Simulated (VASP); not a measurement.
# Sb (R-3m) in VASP: single point with PBE0

Aim: the single point of Sb with PBE0.

All numbers are computed with VASP 6.6.1; they aren't measurements. Logs are shortened: lines on timing, memory, paths and dates and some standing lists are left out, and cuts for length are marked.

**1. The structure**

It takes space group R-3m (No. 166, trigonal). The conventional cell has a = 4.326 Å, b = 4.326 Å, c = 11.040 Å, α = 90.00°, β = 90.00°, γ = 120.00°. Sb (site symmetry 3m) is surrounded by 6 Sb at 2.93 to 3.29 Å.

**2. Single point, PBE0**

POSCAR

```
Sb
1.0
    2.1629700000      1.2487900000      3.6801000000
   -2.1629700000      1.2487900000      3.6801000000
    0.0000000000     -2.4975800000      3.6801000000
Sb
2
Direct
    0.2362400000      0.2362400000      0.2362400000
    0.7637600000      0.7637600000      0.7637600000
```

INCAR.step1

```
ALGO = Normal
EDIFF = 1E-5
ENCUT = 520
GGA = PE
ISIF = 2
ISMEAR = 0
LASPH = T
LCHARG = F
LREAL = F
LWAVE = T
NELM = 60
PREC = Accurate
SIGMA = 0.1
```

INCAR.step2

```
AEXX = 0.25
ALGO = Normal
EDIFF = 1E-6
ENCUT = 520
GGA = PE
HFRCUT = -1
ISIF = 2
ISMEAR = 0
ISTART = 1
LASPH = T
LCHARG = F
LHFCALC = T
LREAL = F
LWAVE = F
NELM = 60
PREC = Accurate
PRECFOCK = Fast
SIGMA = 0.1
```

KPOINTS

```
k-points
0
Gamma
  6 6 6
```

Potentials or basis: VASP PAW PBE potentials, release 64 (Sb).

The run is started by

```bash
$ cat potpaw_PBE.64/Sb/POTCAR > POTCAR
$ cp INCAR.step1 INCAR
$ mpirun -np 1 vasp_std > vasp.out
$ cp INCAR.step2 INCAR
$ mpirun -np 1 vasp_std > vasp.out
```

OUTCAR:

```text
AEXX = 0.25
   EDIFF = 1E-6
   ENCUT = 520
   GGA = PE
   ISIF = 2
   ISMEAR = 0
   ISTART = 1
   LASPH = T
   LHFCALC = T
   LREAL = F
   NELM = 60
   PREC = Accurate
   PRECFOCK = Fast

 ion  position               nearest neighbor table
   1  0.236  0.236  0.236-   2 2.93   2 2.93   2 2.93   2 3.29   2 3.29   2 3.29
   2  0.764  0.764  0.764-   1 2.93   1 2.93   1 2.93   1 3.29   1 3.29   1 3.29

  LATTYP: Found a trigonal (rhomboedric) cell.
 ALAT       =     4.4475894252
 COS(alpha) =     0.5269777064

  Lattice vectors:

 A1 = (   2.1629700000,   1.2487900000,   3.6801000000)
 A2 = (  -2.1629700000,   1.2487900000,   3.6801000000)
 A3 = (   0.0000000000,  -2.4975800000,   3.6801000000)

Analysis of symmetry for initial positions (statically):
=====================================================================
 Subroutine PRICEL returns:
 Original cell was already a primitive cell.

 Routine SETGRP: Setting up the symmetry group for a
 trigonal (rhombohedral) supercell.

 Subroutine GETGRP returns: Found 12 space group operations
 (whereof 12 operations were pure point group operations)
 out of a pool of 12 trial point group operations.

The static configuration has the point symmetry D_3d.

Analysis of symmetry for dynamics (positions and initial velocities):
=====================================================================
 Subroutine PRICEL returns:
 Original cell was already a primitive cell.

 Routine SETGRP: Setting up the symmetry group for a
 trigonal (rhombohedral) supercell.

 Subroutine GETGRP returns: Found 12 space group operations
 (whereof 12 operations were pure point group operations)
 out of a pool of 12 trial point group operations.

The dynamic configuration has the point symmetry D_3d.

 Subroutine INISYM returns: Found 12 space group operations
 (whereof 12 operations are pure point group operations),
 and found     1 'primitive' translations

----------------------------------------------------------------------------------------

                                     Primitive cell

  volume of cell :      59.6418

  direct lattice vectors                    reciprocal lattice vectors
     2.162970000  1.248790000  3.680100000     0.231163631  0.133462525  0.090577249
    -2.162970000  1.248790000  3.680100000    -0.231163631  0.133462525  0.090577249
     0.000000000 -2.497580000  3.680100000     0.000000000 -0.266925050  0.090577249

  length of vectors
     4.447589425  4.447589425  4.447588320     0.281874277  0.281874277  0.281874476

  position of ions in fractional coordinates (direct lattice)
     0.236240000  0.236240000  0.236240000
     0.763760000  0.763760000  0.763760000

  ion indices of the primitive-cell ions
   primitive index   ion index
                 1           1
                 2           2

----------------------------------------------------------------------------------------

 KPOINTS: k-points

Automatic generation of k-mesh.
 Grid dimensions read from file:
 generate k-points for:    6    6    6

 Generating k-lattice:

  Cartesian coordinates                     Fractional coordinates (reciprocal lattice)
     0.038527272  0.022243754  0.015096208     0.166666667  0.000000000  0.000000000
    -0.038527272  0.022243754  0.015096208     0.000000000  0.166666667  0.000000000
     0.000000000 -0.044487508  0.015096208     0.000000000  0.000000000  0.166666667

  Length of vectors
     0.046979046  0.046979046  0.046979079

  Shift w.r.t. Gamma in fractional coordinates (k-lattice)
     0.000000000  0.000000000  0.000000000

 Subroutine IBZKPT returns following result:
 ===========================================

 Found     32 irreducible k-points:

 Following reciprocal coordinates:
            Coordinates               Weight
  0.000000  0.000000  0.000000      1.000000
  0.166667 -0.000000  0.000000      6.000000
  0.333333 -0.000000 -0.000000      6.000000
  0.500000  0.000000  0.000000      3.000000
  0.166667  0.166667  0.000000      6.000000
  0.333333  0.166667  0.000000     12.000000
[... 16 lines left out ...]
  0.500000  0.500000  0.166667      6.000000
 -0.333333  0.500000  0.166667     12.000000
 [... further k-points ...]
   k-points           NKPTS =     32   k-points in BZ     NKDIM =    216   number of bands    NBANDS=      9
   number of dos      NEDOS =    301   number of ions     NIONS =      2
   total plane-waves  NPLWV =  46656
   dimension x,y,z NGX =    36 NGY =   36 NGZ =   36
   dimension x,y,z NGXF=    72 NGYF=   72 NGZF=   72
   ions per type =               2
   NGX,Y,Z   is equivalent  to a cutoff of  13.46, 13.46, 13.46 a.u.
   NGXF,Y,Z  is equivalent  to a cutoff of  26.91, 26.91, 26.91 a.u.
 SYSTEM =  unknown system
   PREC   = accura    normal or accurate (medium, high low for compatibility)
   ISTART =      1    job   : 0-new  1-cont  2-samecut
   ICHARG =      0    charge: 1-file 2-atom 10-const
   ISPIN  =      1    spin polarized calculation?
   LNONCOLLINEAR =      F non collinear calculations
   LSORBIT =      F    spin-orbit coupling
   LASPH  =      T    aspherical Exc in radial PAW
   ENCUT  =  520.0 eV  38.22 Ry    6.18 a.u.   8.27  8.27  8.27*2*pi/ulx,y,z
   NELM   =     60;   NELMIN=  2; NELMDL=  0     # of ELM steps
   EDIFF  = 0.1E-05   stopping-criterion for ELM
   LREAL  =      F    real-space projection
   EDIFFG = 0.1E-04   stopping-criterion for IOM
   NSW    =      0    number of steps for IOM
   IBRION =     -1    ionic relax: 0-MD 1-quasi-New 2-CG
   NFREE  =      0    steps in history (QN), initial steepest desc. (CG)
   ISIF   =      2    stress and relaxation
   ISYM   =      3    0-nonsym 1-usesym 2-fastsym
   POTIM  = 0.5000    time-step for ionic-motion
   TEBEG  =    0.0;   TEEND  =   0.0 temperature during run
   PSTRESS=    0.0 pullay stress
   NELECT =      10.0000    total number of electrons
   NUPDOWN=      -1.0000    fix difference up-down
   EMIN   =  10.00;   EMAX   =-10.00  energy-range for DOS
   EFERMI =   0.00;   METHOD = LEGACY
   ISMEAR =     0;   SIGMA  =   0.10  broadening in eV -4-tet -1-fermi 0-gaus
   EFERMI_NEDOS =   21; number of points for ismear=-14 and -15
   IALGO  =     38    algorithm
   IMIX   =      1    mixing-type and parameters
     AMIX     =   0.40;   BMIX     =  1.00
     AMIX_MAG =   1.60;   BMIX_MAG =  1.00
  volume/ion in A,a.u.               =      29.82       201.24
  Fermi-wavevector in a.u.,A,eV,Ry     =   0.902730  1.705912 11.087681  0.814922
  Thomas-Fermi vector in A             =   2.025969
   LORBIT       =      0    0 simple, 1 ext, 2 COOP (PROOUT), +10 PAW based schemes
   GGA     = PE    functional components
   LHFCALC =     T    Hartree Fock is set to
   PRECFOCK=fast      Normal, Fast or Accurate (Low or Medium for compatibility)
   ENCUT4O =  -1.0   cutoff for four orbital integrals eV
   NKREDX  =     1    reduce k-point grid by
   NKREDY  =     1    reduce k-point grid by
   NKREDZ  =     1    reduce k-point grid by
   AEXX    =    0.2500 exact exchange contribution
   HFSCREEN=    0.0000 screening length (either q_TF or 0.3 A-1)
   HFSCREENC=   0.0000 screening length for correlation (either q_TF or 0.3 A-1)
   ENCUTFOCK=  -1.0 apply spherical cutoff to Coloumb kernel
   IVDW    =     0    specifies the selected vdW correction
   LEPSILON=     F    determine dielectric tensor
   LRPA    =     F    only Hartree local field effects (RPA)
 non-spin polarized calculation
 Gauss-broadening in eV      SIGMA  =   0.10
  energy-cutoff  :      520.00
  volume of cell :       59.64
 maximum number of plane-waves:      1618
 NGX is ok and might be reduce to    36
  NGX = 18; NGY = 18; NGZ = 18

 number of electron      10.0000000 magnetization

 Free energy of the ion-electron system (eV)
  ---------------------------------------------------
  ext. energy  EPLUGINS =         0.00000000
  ---------------------------------------------------
  free energy    TOTEN  =       -11.21775291 eV

  energy without entropy =      -11.21677139  energy(sigma->0) =      -11.21726215

 E-fermi :   7.4944     XC(G=0):  -7.6142

 val. band max:        7.1513826308   @ k =   0.5000   0.0000   0.0000
 cond. band min:       7.5628222512   @ k =   0.3333   0.1667   0.1667
 fundamental gap:      0.4114396204
 Fermi energy:         7.4944153274

 k-point     1 :       0.0000    0.0000    0.0000
  band No.  band energies     occupation
      1      -7.3606      2.00000
      2       1.8323      2.00000
      3       4.5655      2.00000
      4       4.7502      2.00000
      5       4.7502      2.00000
      6      10.3394      0.00000
      7      10.9124      0.00000
      8      10.9124      0.00000
      9      13.0126      0.00000

 k-point     2 :       0.1667   -0.0000    0.0000
  band No.  band energies     occupation
      1      -7.0183      2.00000
      2       0.3131      2.00000
      3       4.6431      2.00000
      4       4.7354      2.00000
      5       5.5418      2.00000
      6       9.7834      0.00000
      7       9.9693      0.00000
      8      10.0413      0.00000
      9      12.5933      0.00000

 k-point     3 :       0.3333   -0.0000   -0.0000
  band No.  band energies     occupation
      1      -6.0201      2.00000
      2      -2.1264      2.00000
      3       4.7964      2.00000
      4       4.8631      2.00000
      5       6.2337      2.00000
      6       8.2950      0.00000
      7       8.5322      0.00000
      8       8.6309      0.00000
      9      13.9669      0.00000
[... 229 lines left out ...]
 k-point    23 :       0.5000    0.5000    0.1667
  band No.  band energies     occupation
      1      -4.9274      2.00000
      2      -2.1921      2.00000
      3       0.9753      2.00000
      4       2.9796      2.00000
      5       3.4454      2.00000
      6      10.2857      0.00000
      7      11.9175      0.00000
      8      12.8227      0.00000
      9      14.1516      0.00000

 k-point    24 :      -0.3333    0.5000    0.1667
  band No.  band energies     occupation
      1      -4.2775      2.00000
      2      -2.8090      2.00000
      3       0.6953      2.00000
      4       1.7470      2.00000
      5       4.8580      2.00000
      6       9.8747      0.00000
      7      11.3121      0.00000
      8      14.0523      0.00000
      9      14.4482      0.00000

 [... further k-points ...]

------------------------ aborting loop because EDIFF is reached ----------------------------------------

  FORCE on cell =-STRESS in cart. coord.  units (eV):
  Direction    XX          YY          ZZ          XY          YZ          ZX
  --------------------------------------------------------------------------------------
  -------------------------------------------------------------------------------------
  Total       -0.3661700     -0.3661692      0.0391235      0.0000000      0.0000000      0.0000000
  in kB       -9.8365439     -9.8365232      1.0509874      0.0000000      0.0000000      0.0000000
  external PRESSURE =      -6.2073599 kB  Pullay stress =       0.0000000 kB

 VOLUME and BASIS-vectors are now :
 -----------------------------------------------------------------------------
  energy-cutoff  :      520.00
  volume of cell :       59.64
      direct lattice vectors                 reciprocal lattice vectors
     2.162970000  1.248790000  3.680100000     0.231163631  0.133462525  0.090577249
    -2.162970000  1.248790000  3.680100000    -0.231163631  0.133462525  0.090577249
     0.000000000 -2.497580000  3.680100000     0.000000000 -0.266925050  0.090577249

 POSITION                                       TOTAL-FORCE (eV/Angst)
 -----------------------------------------------------------------------------------
      0.00000      0.00000      2.60816         0.000000      0.000000     -0.589323
      0.00000      0.00000      8.43214         0.000000     -0.000000      0.589323
 -----------------------------------------------------------------------------------
    total drift:                                0.000000     -0.000000      0.000000

  FREE ENERGIE OF THE ION-ELECTRON SYSTEM (eV)
  ---------------------------------------------------
  free  energy   TOTEN  =       -11.2177529084 eV

  energy  without entropy=      -11.2167713919  energy(sigma->0) =      -11.21726215
```

It took 16 min on 1 thread of Intel Xeon Platinum 8488C (Sapphire Rapids), shared host; peak memory 0.22 GiB.

Results:

```
Free energy            : -11.2178 eV
Pressure               : -0.6 GPa
Largest force          : 0.589 eV/Å
Band gap on the k mesh : none (metal or under the smearing width)
```

Forces on the atoms (eV/Å):
```
Sb   0.000  0.000 -0.589
Sb   0.000  0.000  0.589
```

Stress tensor (GPa, compression positive):
```
-0.98  0.00  0.00
 0.00 -0.98  0.00
 0.00  0.00  0.11
```

Levels at points of the mesh, in eV from the Fermi level:
| k point | band 2 | band 3 | band 4 | band 5 | band 6 | band 7 | band 8 | band 9 |
| --- | --- | --- | --- | --- | --- | --- | --- | --- |
| (0.00, 0.00, 0.00) | -5.66 | -2.93 | -2.74 | -2.74 | 2.84 | 3.42 | 3.42 | 5.52 |
| (0.50, 0.00, 0.00) | -11.50 | -2.63 | -2.42 | -0.90 | -0.34 | 0.42 | 0.45 | 8.73 |
| (0.50, 0.50, 0.00) | -9.38 | -6.99 | -4.96 | -4.89 | 1.99 | 5.90 | 6.31 | 8.17 |
| (0.50, 0.50, 0.50) | -10.89 | -2.04 | -2.04 | -0.70 | -0.36 | -0.36 | 1.02 | 8.17 |

Caveat: the PAW data sets were made with another functional, which shifts forces and pressure a little. The run has no spin-orbit coupling, so splittings on Sb are missing.
